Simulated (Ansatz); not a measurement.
This is a relaxation of cell and atoms with the PAW code Ansatz on MoTe2 built on the CdI2 prototype; the level of theory is PBE-D3(BJ). It starts from a guessed cell.

```yaml
crystal:
  lattice:
    - [4.42844324, 0.0, 0.0]
    - [-2.21422162, 3.8351443451, 0.0]
    - [0.0, 0.0, 6.631889788]
  atoms:
    - { symbol: Mo, position: [0.0, 0.0, 0.0] }
    - { symbol: Te, position: [0.3333333333, 0.6666666667, 0.2713321469] }
    - { symbol: Te, position: [0.6666666667, 0.3333333333, 0.7286678531] }
kpoints:
  mp_grid: { grid: [6, 6, 4] }
hamiltonian:
  xc: pbe
  dispersion: d3bj
scf:
  occupations: { method: fermi_dirac, width: 0.02 }
relax:
  f_tol: 0.005
  cell: {}
```

The trajectory has 11 recorded frames, each with positions in Å and forces in eV/Å. The last, and any step after a large change of cell, is solved on a basis re-selected at its cell; pressure is positive in compression.

Step 1: energy 0.0 meV/atom from step 1, largest force component 1.850 eV/Å, pressure -15.38 GPa
```xyz
3
Lattice="4.4284 0.0000 0.0000 -2.2142 3.8351 0.0000 0.0000 0.0000 6.6319" Properties=species:S:1:pos:R:3:forces:R:3 pbc="T T T"
Mo    0.0000    0.0000    0.0000    0.0000    0.0000    0.0000
Te    0.0000    2.5568    1.7994    0.0000    0.0000   -1.8497
Te    2.2142    1.2784    4.8324    0.0000    0.0000    1.8497
```

Step 2: energy -557.0 meV/atom from step 1, largest force component 0.704 eV/Å, pressure -11.92 GPa
```xyz
3
Lattice="4.2073 0.0000 0.0000 -2.1036 3.6436 0.0000 0.0000 0.0000 6.4242" Properties=species:S:1:pos:R:3:forces:R:3 pbc="T T T"
Mo    0.0000    0.0000    0.0000    0.0000    0.0000    0.0000
Te    0.0000    2.4291    1.6094    0.0000    0.0000   -0.7036
Te    2.1036    1.2145    4.8148    0.0000    0.0000    0.7036
```

Step 3: energy -822.9 meV/atom from step 1, largest force component 0.453 eV/Å, pressure -6.57 GPa
```xyz
3
Lattice="3.9920 0.0000 0.0000 -1.9960 3.4572 0.0000 0.0000 0.0000 6.3167" Properties=species:S:1:pos:R:3:forces:R:3 pbc="T T T"
Mo    0.0000    0.0000    0.0000    0.0000    0.0000    0.0000
Te    0.0000    2.3048    1.5612    0.0000    0.0000    0.4528
Te    1.9960    1.1524    4.7555    0.0000    0.0000   -0.4528
```

Step 4: energy -943.1 meV/atom from step 1, largest force component 0.341 eV/Å, pressure -3.39 GPa
```xyz
3
Lattice="3.7729 0.0000 0.0000 -1.8864 3.2674 0.0000 0.0000 0.0000 6.2774" Properties=species:S:1:pos:R:3:forces:R:3 pbc="T T T"
Mo    0.0000    0.0000    0.0000    0.0000    0.0000    0.0000
Te    0.0000    2.1783    1.6717    0.0000    0.0000    0.3414
Te    1.8864    1.0891    4.6057    0.0000    0.0000   -0.3414
```

Step 5: energy -1011.9 meV/atom from step 1, largest force component 0.231 eV/Å, pressure +0.33 GPa
```xyz
3
Lattice="3.5559 0.0000 0.0000 -1.7779 3.0795 0.0000 0.0000 0.0000 6.3738" Properties=species:S:1:pos:R:3:forces:R:3 pbc="T T T"
Mo    0.0000    0.0000    0.0000    0.0000    0.0000    0.0000
Te    0.0000    2.0530    1.8022    0.0000    0.0000   -0.2315
Te    1.7779    1.0265    4.5716    0.0000    0.0000    0.2315
```

Step 6: energy -1025.7 meV/atom from step 1, largest force component 0.029 eV/Å, pressure +0.91 GPa
```xyz
3
Lattice="3.5274 0.0000 0.0000 -1.7637 3.0548 0.0000 0.0000 0.0000 6.5691" Properties=species:S:1:pos:R:3:forces:R:3 pbc="T T T"
Mo    0.0000    0.0000    0.0000    0.0000    0.0000    0.0000
Te    0.0000    2.0365    1.8086    0.0000    0.0000    0.0290
Te    1.7637    1.0183    4.7605    0.0000    0.0000   -0.0290
```

Step 7: energy -1037.2 meV/atom from step 1, largest force component 0.063 eV/Å, pressure +0.18 GPa
```xyz
3
Lattice="3.4758 0.0000 0.0000 -1.7379 3.0101 0.0000 0.0000 0.0000 6.8852" Properties=species:S:1:pos:R:3:forces:R:3 pbc="T T T"
Mo    0.0000    0.0000    0.0000    0.0000    0.0000    0.0000
Te    0.0000    2.0068    1.8536    0.0000    0.0000   -0.0635
Te    1.7379    1.0034    5.0316    0.0000    0.0000    0.0635
```

Step 8: energy -1039.1 meV/atom from step 1, largest force component 0.024 eV/Å, pressure +0.41 GPa
```xyz
3
Lattice="3.4490 0.0000 0.0000 -1.7245 2.9869 0.0000 0.0000 0.0000 7.0700" Properties=species:S:1:pos:R:3:forces:R:3 pbc="T T T"
Mo    0.0000    0.0000    0.0000    0.0000    0.0000    0.0000
Te    0.0000    1.9913    1.8662    0.0000    0.0000    0.0245
Te    1.7245    0.9956    5.2039    0.0000    0.0000   -0.0245
```

Step 9: energy -1039.2 meV/atom from step 1, largest force component 0.015 eV/Å, pressure -0.10 GPa
```xyz
3
Lattice="3.4588 0.0000 0.0000 -1.7294 2.9954 0.0000 0.0000 0.0000 7.0714" Properties=species:S:1:pos:R:3:forces:R:3 pbc="T T T"
Mo    0.0000    0.0000    0.0000    0.0000    0.0000    0.0000
Te    0.0000    1.9969    1.8656    0.0000    0.0000   -0.0148
Te    1.7294    0.9985    5.2058    0.0000    0.0000    0.0148
```

Step 10: energy -1039.3 meV/atom from step 1, largest force component 0.001 eV/Å, pressure 0.00 GPa
```xyz
3
Lattice="3.4575 0.0000 0.0000 -1.7287 2.9942 0.0000 0.0000 0.0000 7.0726" Properties=species:S:1:pos:R:3:forces:R:3 pbc="T T T"
Mo    0.0000    0.0000    0.0000    0.0000    0.0000    0.0000
Te    0.0000    1.9962    1.8650    0.0000    0.0000    0.0006
Te    1.7287    0.9981    5.2075    0.0000    0.0000   -0.0006
```

Step 11: energy -1038.5 meV/atom from step 1, largest force component 0.001 eV/Å, pressure -0.01 GPa
```xyz
3
Lattice="3.4575 0.0000 0.0000 -1.7287 2.9942 0.0000 0.0000 0.0000 7.0726" Properties=species:S:1:pos:R:3:forces:R:3 pbc="T T T"
Mo    0.0000    0.0000    0.0000    0.0000    0.0000    0.0000
Te    0.0000    1.9962    1.8650    0.0000    0.0000    0.0015
Te    1.7287    0.9981    5.2075    0.0000    0.0000   -0.0015
```

In 10 steps the volume changed by -35.0 %; between the first SCF and the last, each on a basis chosen for its cell, the energy fell by 1038 meV an atom. At the end: space group P-3m1 (No. 164), trigonal; a = 3.457 Å, c = 7.073 Å in the conventional setting, 24.41 Å³ an atom. Around Mo lie 6 Te at 2.73 Å; around Te lie 3 Mo at 2.73 Å.

Command: `ansatz run input.yaml --threads 2 --pin off --max-ram 2211MiB --backend cpu --events-out ev --progress --plain --runs-dir out`. Wall time 23 s on 2 threads of Arm Neoverse V1, on a shared host; peak host memory 0.42 GiB.

These are computed values for a spin-unpolarised cell that may be hypothetical; none is a measurement.

Overlapping bands make a metal at that level, for which these meshes are coarse; small forces, stresses and energy differences are uncertain. A small overlap in a semilocal functional can be an artefact that a hybrid or GW lifts.
